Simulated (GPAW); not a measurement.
```json
{"subject": "Quasiparticle gap of NaCl (Fm-3m) in GPAW", "lattice_ang": [[0.0, 2.81, 2.81], [2.81, 0.0, 2.81], [2.81, 2.81, 0.0]], "atoms": [["Na", 0.0, 0.0, 0.0], ["Cl", 0.5, 0.5, 0.5]], "method": "DFT, PBE, plane waves, PAW (and 1 further level or step)", "program": "GPAW 26.7.0", "settings_of_one_run": "cutoff 450 eV, GPAW PAW setups 1.2.1 data release, 6×6×6 k-mesh, nbands 669", "cost": "4 runs, 7.5 min in all on 4 MPI ranks of Intel Xeon Platinum 8375C at 2.90GHz (Ice Lake), shared host (the runs of this entry)", "notes": "The database entry behind the starting cell differs from later determinations by our own check (an axis about 0.4 % short against later determinations). The cell and positions come from the Crystallography Open Database and are kept as given unless a step says otherwise. Bands and cutoff are finite, so the gap is not at the basis limit. The miss can reach some tenths of an eV and take either sign; the mesh is an error of its own.", "results": {"pbe_gap": "5.16 eV, direct", "g0w0_gap_on_the_mesh": "8.04 eV", "gw_settings": "6×6×6 mesh, 306 bands, screening to 210 eV, Godby-Needs plasmon pole", "known_limits": "not at the basis limit"}}
```

[Paths, hosts, dates, memory and timing lines, banners, echoed tables and standing remarks are left out of the program output.]

[Logs are printed without paths, hosts, clocks, repeated set-up lines and the standing remarks that a program may print on its own settings, such as how far it seeks lower states.]

[Runs of the session that timed out or met a known fault of the program may be left out.]

[Hosts, paths, dates, database ids (printed as entryN), source tags and the programs' standing remarks are cut or masked in the printed files.]
